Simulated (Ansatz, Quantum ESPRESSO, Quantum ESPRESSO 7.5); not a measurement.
# Complex bands of MgTe, zinc blende type, lattice constant set to 6.539 Å

How good a tunnel barrier is MgTe, zinc blende type, lattice constant set to 6.539 Å?

Method: plane-wave DFT, LDA, GBRV ultrasoft pseudopotentials (cross-check by Ansatz 0.2.0 with PAW datasets), in Quantum ESPRESSO 7.5.

The structure was built from a prototype and need not be the compound's stable phase.

## (1) Set-up

It takes space group F-43m (No. 216, cubic). Conventional cell: a = 6.539 Å, b = 6.539 Å, c = 6.539 Å, α = 90.00°, β = 90.00°, γ = 90.00°. Nearest to Mg lie 4 Te at 2.83 Å. Nearest to Te lie 4 Mg at 2.83 Å. Farther neighbours and most contacts between anions are not listed.

Structure file:

```cif
data_structure
_symmetry_space_group_name_H-M 'F-43m'
_symmetry_Int_Tables_number 216
_cell_length_a 6.5390
_cell_length_b 6.5390
_cell_length_c 6.5390
_cell_angle_alpha 90.000
_cell_angle_beta 90.000
_cell_angle_gamma 90.000
_cell_volume 279.60
loop_
_atom_site_label
_atom_site_type_symbol
_atom_site_symmetry_multiplicity
_atom_site_Wyckoff_symbol
_atom_site_fract_x
_atom_site_fract_y
_atom_site_fract_z
_atom_site_occupancy
Mg1 Mg 4 a 0.00000 0.00000 0.00000 1
Te1 Te 4 c 0.75000 0.75000 0.25000 1
```

## (2) Self-consistent run

pwcond needs a cell whose third axis lies along the current and stands perpendicular to the other two.

scf.in reads:

```
&control
  prefix = 'scf'
  outdir = './out'
  pseudo_dir = './pseudo'
  calculation = 'scf'
  tprnfor = .true.
/
&system
  ibrav = 0
  nat = 4
  ntyp = 2
  ecutwfc = 40
  ecutrho = 200
  occupations = 'fixed'
  nbnd = 20
/
&electrons
  conv_thr = 1e-09
  mixing_beta = 0.6
  electron_maxstep = 120
/
ATOMIC_SPECIES
  Mg  24.3050  mg_lda_v1.4.uspp.F.UPF
  Te  127.6000  te_lda_v1.uspp.F.UPF
CELL_PARAMETERS angstrom
  4.62377124217883 0.00000000000000 0.00000000000000
  0.00000000000000 4.62377124217883 0.00000000000000
  0.00000000000000 0.00000000000000 6.53900000000000
ATOMIC_POSITIONS crystal
  Mg  0.000000000000 0.000000000000 0.000000000000
  Te  0.500000000000 0.000000000000 0.250000000000
  Mg  0.500000000000 0.500000000000 0.500000000000
  Te  0.000000000000 0.500000000000 0.750000000000
K_POINTS automatic
  6 6 4 0 0 0
```

On the command line:

```console
$ OMP_NUM_THREADS=1 mpirun -n 2 pw.x -nk 2 -in scf.in > scf.out
```

Log:

```text
Program PWSCF v.7.5 starts
[citation notice left out]

     Parallel version (MPI & OpenMP), running on       2 processor cores
     Number of MPI processes:                 2
     Threads/MPI process:                     1

     MPI processes distributed on     1 nodes
[...]
Current dimensions of program PWSCF are:
     Max number of different atomic species (ntypx) = 10
     Max number of k-points (npk) =  40000
     Max angular momentum in pseudopotentials (lmaxx) =  4
     Found identity + ( -0.5000 -0.5000 -0.5000) symmetry
     This is a supercell, fractional translations are disabled
     Message from routine setup:
     using ibrav=0 with symmetry is DISCOURAGED, use correct ibrav instead

     K-points division:     npool     =       2
     Subspace diagonalization in iterative solution of the eigenvalue problem:
     a serial algorithm will be used

     G-vector sticks info
     --------------------
     sticks:   dense  smooth     PW     G-vecs:    dense   smooth      PW
     Sum        1209     973    293                44975    32221    5223

     Using Slab Decomposition

     bravais-lattice index     =            0
     lattice parameter (alat)  =       8.7377  a.u.
     unit-cell volume          =     943.4103 (a.u.)^3
     number of atoms/cell      =            4
     number of atomic types    =            2
     number of electrons       =        32.00
     number of Kohn-Sham states=           20
     kinetic-energy cutoff     =      40.0000  Ry
     charge density cutoff     =     200.0000  Ry
     scf convergence threshold =      1.0E-09
     mixing beta               =       0.6000
     number of iterations used =            8  plain     mixing
     Exchange-correlation= SLA  PZ   NOGX NOGC
                           (   1   1   0   0   0   0   0)

     celldm(1)=   8.737661  celldm(2)=   0.000000  celldm(3)=   0.000000
     celldm(4)=   0.000000  celldm(5)=   0.000000  celldm(6)=   0.000000

     crystal axes: (cart. coord. in units of alat)
               a(1) = (   1.000000   0.000000   0.000000 )
               a(2) = (   0.000000   1.000000   0.000000 )
               a(3) = (   0.000000   0.000000   1.414214 )

     reciprocal axes: (cart. coord. in units 2 pi/alat)
               b(1) = (  1.000000  0.000000  0.000000 )
               b(2) = (  0.000000  1.000000  0.000000 )
               b(3) = (  0.000000  0.000000  0.707107 )

     PseudoPot. # 1 for Mg read from file:
     ./pseudo/mg_lda_v1.4.uspp.F.UPF
     Pseudo is Ultrasoft, Zval = 10.0
     Generated by new atomic code, or converted to UPF format
     Using radial grid of  821 points,  7 beta functions with:
                l(1) =   0
                l(2) =   0
                l(3) =   0
                l(4) =   1
                l(5) =   1
                l(6) =   2
                l(7) =   2
     Q(r) pseudized with  8 coefficients,  rinner =    1.200   1.200   1.200
                                                       1.200   1.200

     PseudoPot. # 2 for Te read from file:
     ./pseudo/te_lda_v1.uspp.F.UPF
     Pseudo is Ultrasoft + core correction, Zval =  6.0
     Generated by new atomic code, or converted to UPF format
     Using radial grid of  891 points,  5 beta functions with:
                l(1) =   0
                l(2) =   0
                l(3) =   1
                l(4) =   1
                l(5) =   2
     Q(r) pseudized with  6 coefficients,  rinner =    1.800   1.800   1.800
                                                       1.800   1.800

     atomic species   valence    mass     pseudopotential
     Mg               10.00    24.30500     Mg( 1.00)
     Te                6.00   127.60000     Te( 1.00)

      8 Sym. Ops. (no inversion) found

   Cartesian axes

     site n.     atom                  positions (alat units)
         1        Mg     tau(   1) = (   0.0000000   0.0000000   0.0000000  )
         2        Te     tau(   2) = (   0.5000000   0.0000000   0.3535534  )
         3        Mg     tau(   3) = (   0.5000000   0.5000000   0.7071068  )
         4        Te     tau(   4) = (   0.0000000   0.5000000   1.0606602  )

     number of k points=    30
                       cart. coord. in units 2pi/alat
        k(    1) = (   0.0000000   0.0000000   0.0000000), wk =   0.0138889
        k(    2) = (   0.0000000   0.0000000   0.1767767), wk =   0.0277778
        k(    3) = (   0.0000000   0.0000000  -0.3535534), wk =   0.0138889
        k(    4) = (   0.0000000   0.1666667   0.0000000), wk =   0.0555556
        k(    5) = (   0.0000000   0.1666667   0.1767767), wk =   0.1111111
        k(    6) = (   0.0000000   0.1666667  -0.3535534), wk =   0.0555556
        k(    7) = (   0.0000000   0.3333333   0.0000000), wk =   0.0555556
        k(    8) = (   0.0000000   0.3333333   0.1767767), wk =   0.1111111
        k(    9) = (   0.0000000   0.3333333  -0.3535534), wk =   0.0555556
        k(   10) = (   0.0000000  -0.5000000   0.0000000), wk =   0.0277778
[...]
k(   30) = (  -0.5000000  -0.5000000  -0.3535534), wk =   0.0138889

     Dense  grid:    44975 G-vectors     FFT dimensions: (  40,  40,  60)

     Smooth grid:    32221 G-vectors     FFT dimensions: (  36,  36,  50)

     Estimated max dynamical RAM per process >     125.27 MB

     Estimated total dynamical RAM >     239.57 MB

     Initial potential from superposition of free atoms

     starting charge      31.3992, renormalised to      32.0000
     Starting wfcs are   18 randomized atomic wfcs +    2 random wfcs

     total cpu time spent up to now is        1.8 secs

     per-process dynamical memory:    52.5 Mb

     Self-consistent Calculation

     iteration #  1     ecut=    40.00 Ry     beta= 0.60
     Davidson diagonalization with overlap
     ethr =  1.00E-02,  avg # of iterations =  6.6

     Threshold (ethr) on eigenvalues was too large:
     Diagonalizing with lowered threshold

     Davidson diagonalization with overlap
     ethr =  8.64E-04,  avg # of iterations =  1.2

     total cpu time spent up to now is        8.2 secs

     total energy              =    -303.38340065 Ry
     estimated scf accuracy    <       0.27214529 Ry

     iteration #  2     ecut=    40.00 Ry     beta= 0.60
[...]
total energy              =    -303.44576032 Ry
     estimated scf accuracy    <       0.01608754 Ry

     iteration #  3     ecut=    40.00 Ry     beta= 0.60
[...]
total energy              =    -303.44740474 Ry
     estimated scf accuracy    <       0.00144513 Ry

     iteration #  4     ecut=    40.00 Ry     beta= 0.60
[...]
total energy              =    -303.44746553 Ry
     estimated scf accuracy    <       0.00005661 Ry

     iteration #  5     ecut=    40.00 Ry     beta= 0.60
[...]
total energy              =    -303.44747623 Ry
     estimated scf accuracy    <       0.00000062 Ry

     iteration #  6     ecut=    40.00 Ry     beta= 0.60
[...]
total energy              =    -303.44747675 Ry
     estimated scf accuracy    <       0.00000008 Ry

     iteration #  7     ecut=    40.00 Ry     beta= 0.60
[...]
total energy              =    -303.44747677 Ry
     estimated scf accuracy    <       0.00000002 Ry

     iteration #  8     ecut=    40.00 Ry     beta= 0.60
[...]
total energy              =    -303.44747677 Ry
     estimated scf accuracy    <          4.2E-09 Ry

     iteration #  9     ecut=    40.00 Ry     beta= 0.60
[...]
total energy              =    -303.44747677 Ry
     estimated scf accuracy    <          2.2E-09 Ry

     iteration # 10     ecut=    40.00 Ry     beta= 0.60
[...]
End of self-consistent calculation

          k = 0.0000 0.0000 0.0000 (  4033 PWs)   bands (ev):

   -72.1174 -72.1174 -39.5477 -39.5474 -39.5474 -39.5473 -39.5472 -39.5472
    -7.8367  -7.1237  -0.6445   1.1941   1.1941   2.3217   2.3218   2.3218
     4.3619   5.0507   5.6800   7.6350

          k = 0.0000 0.0000 0.1768 (  4029 PWs)   bands (ev):

   -72.1174 -72.1174 -39.5476 -39.5474 -39.5474 -39.5473 -39.5473 -39.5473
    -7.7454  -7.2440  -0.3555   1.3243   1.3243   1.5183   2.1075   2.1075
     5.3253   5.3750   5.8821   7.0838

          k = 0.0000 0.0000-0.3536 (  4040 PWs)   bands (ev):

   -72.1174 -72.1174 -39.5475 -39.5475 -39.5473 -39.5473 -39.5473 -39.5473
    -7.5089  -7.5089   0.4265   0.4265   1.6767   1.6767   1.6767   1.6767
     6.1307   6.1307   6.2703   6.2703

          k = 0.0000 0.1667 0.0000 (  4035 PWs)   bands (ev):

   -72.1174 -72.1174 -39.5476 -39.5474 -39.5474 -39.5473 -39.5473 -39.5472
    -7.7559  -7.1247  -0.5271   0.7446   1.2939   1.4825   2.1101   2.2934
     5.1678   5.3988   6.4617   7.4163

          k = 0.0000 0.1667 0.1768 (  4034 PWs)   bands (ev):

   -72.1174 -72.1174 -39.5476 -39.5474 -39.5474 -39.5474 -39.5473 -39.5473
    -7.6729  -7.2280  -0.3747   0.8604   1.0145   1.4140   2.1122   2.1767
     5.4638   5.6798   6.6368   7.5579

          k = 0.0000 0.1667-0.3536 (  4016 PWs)   bands (ev):

   -72.1174 -72.1174 -39.5475 -39.5475 -39.5473 -39.5473 -39.5473 -39.5473
    -7.4605  -7.4605   0.1023   0.1023   1.6467   1.6467   1.7339   1.7339
     6.0998   6.0998   6.9983   6.9983

[...]
highest occupied, lowest unoccupied level (ev):     2.3218    4.3619

!    total energy              =    -303.44747677 Ry
     estimated scf accuracy    <          4.2E-11 Ry

     The total energy is the sum of the following terms:
     one-electron contribution =    -247.22559826 Ry
     hartree contribution      =     121.94065206 Ry
     xc contribution           =     -61.66527893 Ry
     ewald contribution        =    -116.49725164 Ry

     convergence has been achieved in  10 iterations

     Forces acting on atoms (cartesian axes, Ry/au):

     atom    1 type  1   force =     0.00000000    0.00000000    0.00000000
     atom    2 type  2   force =     0.00000000    0.00000000    0.00000058
     atom    3 type  1   force =     0.00000000    0.00000000    0.00000000
     atom    4 type  2   force =     0.00000000    0.00000000   -0.00000058

     Total force =     0.000001     Total SCF correction =     0.000004
     SCF correction compared to forces is large: reduce conv_thr to get better values

[...]
=------------------------------------------------------------------------------=
   JOB DONE.
=------------------------------------------------------------------------------=
```

It took 40 s on 2 MPI ranks of Arm Neoverse N1, shared host; peak memory 0.35 GiB.

This step gave:

```
free energy                          : -4128.6132 eV
valence top, on the run's zero       : 2.322 eV
conduction bottom, on the run's zero : 4.362 eV
gap by band count                    : 2.040 eV
```

The program's own clock; routines nest. Time by routine:

```csv
routine,wall time (s),calls
PWSCF,38.99,1
electrons,36.57,1
c_bands,28.22,11
cegterg,26.2,165
h_psi,20.67,756
fftw,18.48,21028
vloc_psi,17.26,756
sum_band,6.37,11
calbec,2.42,981
newd,1.97,11
add_vuspsi,1.69,756
s_psi,1.68,756
h_psi:calbec,1.65,756
init_run,1.63,1
```

The run needed 10 iterations to bring the estimated error under 1e-09 Ry.

(Continued in part 2 of 4.)

[Logs are printed without paths, hosts, clocks, repeated set-up lines and the standing remarks that a program may print on its own settings, such as how far it seeks lower states.]

[Hosts, paths, dates, database ids (printed as entryN), source tags and the programs' standing remarks are cut or masked in the printed files.]

[Maps of the electrostatic potential energy from Ansatz leave out the sawtooth potential of an applied field or a dipole correction, so their vacuum need not be flat; planar profiles and work functions include it.]
